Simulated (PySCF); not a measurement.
Input of a PySCF 2.14.0 run:

File run.py:

```python
import json
import numpy as np
from pyscf.pbc import gto, scf, dft, df

cell = gto.Cell()
cell.basis = {'Ca': 'DZVP-MOLOPT-SR-GTH-q10', 'Se': 'DZVP-MOLOPT-SR-GTH-q6'}
cell.pseudo = {'Ca': 'GTH-PBE-q10', 'Se': 'GTH-PBE-q6'}
cell.fromfile('CaSe.cif')
cell.ke_cutoff = 158  # hartree
cell.exp_to_discard = 0.02
cell.precision = 1e-08
cell.space_group_symmetry = True
cell.symmorphic = False
cell.max_memory = 5880  # MB
cell.verbose = 4
cell.build()

res = {}
kpts = cell.make_kpts([8, 8, 8], space_group_symmetry=True, time_reversal_symmetry=True)
cell.space_group_symmetry = False  # the mesh holds the operations; no search on the supercells of the integral code
mf = dft.KRKS(cell, kpts, xc='pbesol')
mf = mf.multigrid_numint()
mf = mf.smearing(sigma=0.00183747, method='fermi')  # hartree
mf.conv_tol = 1e-07
mf.max_cycle = 60

mf.kernel()
res.update(converged=bool(mf.converged), e_tot=mf.e_tot, nelec=cell.nelectron, nao=cell.nao, mesh=list(map(int, cell.mesh)), a=cell.lattice_vectors().tolist(), coords=cell.atom_coords().tolist(),
           mo_energy=[np.real(x).tolist() for x in mf.mo_energy], mo_occ=[np.real(x).tolist() for x in mf.mo_occ])
res.update(e_free=mf.e_free, e_zero=mf.e_zero)
res.update(kpts=kpts.kpts_scaled_ibz.tolist(), weights=kpts.weights_ibz.tolist())
res['parts'] = {k: float(np.real(v)) for k, v in mf.scf_summary.items() if np.isscalar(v)}
json.dump(res, open('results.json', 'w'))
if not mf.converged:
    raise SystemExit('SCF not converged')

print('levels (eV)')
for i, kp in enumerate(res['kpts'][:40]):
    print('k %7.4f %7.4f %7.4f  ' % tuple(kp), ' '.join('%.3f' % (x * 27.211386) for x in res['mo_energy'][i][:13]))

mf = mf.to_khf()  # unfold to the whole mesh
kpts = mf.kpts
# Mulliken populations
dm, s = np.asarray(mf.make_rdm1()), np.asarray(mf.get_ovlp())
sites = cell.aoslice_by_atom()[:, 2:]
tot = np.einsum('kij,kji->i', dm, s).real / len(kpts)
res['mulliken'] = [cell.atom_charge(i) - tot[a0:a1].sum() for i, (a0, a1) in enumerate(sites)]
print('Mulliken charges', np.round(res['mulliken'], 5))

# density of states, Gaussians of 0.15 eV
e = np.asarray(mf.mo_energy).real.reshape(1, -1) * 27.211386
ef = mf.get_fermi()
ef = np.max(ef) * 27.211386
x = np.arange(-15, 10.01, 0.1) + round(ef, 1)
dos = np.exp(-((x[:, None, None] - e) / 0.15) ** 2 / 2).sum(-1).T / (0.15 * np.sqrt(2 * np.pi) * len(kpts)) * 2
res.update(dos_e=x.tolist(), dos=dos.tolist())
for a, b in zip(x[::5], dos.T[::5]):
    print('%8.2f' % a, ' '.join('%9.4f' % y for y in b))

# density on a uniform mesh
grids = dft.gen_grid.UniformGrids(cell)
grids.mesh = [23, 23, 23]
grids.build()
ni = dft.numint.KNumInt()
rho = [ni.get_rho(cell, x, grids, kpts) for x in [dm]]
np.save('rho.npy', np.reshape(rho, (-1, *grids.mesh)))
res['done'] = True
json.dump(res, open('results.json', 'w'))
```

Contents of CaSe.cif:

```cif
data_CaSe
_cell_length_a 4.18041529
_cell_length_b 4.18041529
_cell_length_c 4.18041529
_cell_angle_alpha 60.00000000
_cell_angle_beta 60.00000000
_cell_angle_gamma 60.00000000
_space_group_name_H-M_alt 'P1'
_space_group_name_Hall 'P 1'
_space_group_IT_number 1
loop_
_space_group_symop_operation_xyz
'x,y,z'
loop_
_atom_site_label
_atom_site_type_symbol
_atom_site_symmetry_multiplicity
_atom_site_Wyckoff_symbol
_atom_site_fract_x
_atom_site_fract_y
_atom_site_fract_z
_atom_site_occupancy
Se1 Se 1 a 0.5000000000 0.5000000000 0.5000000000 1
Ca1 Ca 1 a 0.0000000000 0.0000000000 0.0000000000 1
```

Potentials or basis: DZVP-MOLOPT-SR/GTH-PBE (potentials made for PBE).

Command:

```console
$ OMP_NUM_THREADS=4 python -u run.py > log
```

Question: What does it give for the band gap on the k mesh?

Answer: 1.96 eV, indirect (least direct gap 2.94 eV).

Question: What does it give for the Mulliken charges?

Answer: Se -0.49; Ca +0.49 e.

States per cell in windows of 1 eV (zero at the valence-band top; states under -8 eV left out):
```csv
from (eV),total
-8.0,0.00
-7.0,0.00
-6.0,0.00
-5.0,0.00
-4.0,0.27
-3.0,1.72
-2.0,2.97
-1.0,1.03
0.0,0.01
1.0,0.01
2.0,0.31
3.0,1.00
4.0,2.12
5.0,4.91
6.0,2.36
7.0,1.15
```

Caveat: the basis of atomic orbitals isn't converged, which shifts pressures, moduli and gaps.

**The experiment to reproduce.**

From a printed reference work, monograph, original work of 1988, for a bulk crystal of CaSe at 2 K: band gap 3.85 eV (indirect).

Against the measured gap of CaSe, 3.85 eV (indirect; 2 K; a printed reference work, monograph, original work of 1988), the calculated 1.96 eV is off by -1.89 eV. Spin-orbit coupling on Se is left out. The value is that of PBEsol in an atomic basis (DZVP-MOLOPT-SR/GTH-PBE (potentials made for PBE)), whose error adds to the functional's, on a finite k mesh, which can miss the band edges, without temperature or zero-point motion. Semilocal functionals fall short of measured gaps as a rule.
